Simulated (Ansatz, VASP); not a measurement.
**Rb: VASP beside Ansatz**

```xyz
2
Lattice="4.7868 0.0000 0.0000 -2.3934 4.1455 0.0000 0.0000 0.0000 7.8683" Properties=species:S:1:pos:R:3 pbc="T T T"
Rb    0.0000    2.7637    1.9671
Rb    2.3934    1.3818    5.9012
```

Change from the starting cell: volume scaled by 1, crystal datasets.

Alike in both runs: task single point; functional LDA; k mesh 9 × 9 × 5; occupations fermi-dirac, width 0.1 eV; no spin polarisation.

|  | VASP | Ansatz |
| --- | --- | --- |
| version | VASP 6.6.1 | Ansatz 0.2.0 |
| potentials or method | VASP PAW LDA potentials, release 64 (Rb_sv), cutoff 520 eV | all-electron PAW with datasets made for the crystal, scalar-relativistic |

```csv
,VASP,Ansatz,Ansatz less VASP
pressure (GPa),0.0,0.0,0.00
```

Ansatz ran all-electron here, so the differences hold the error of VASP's frozen core and of both bases.
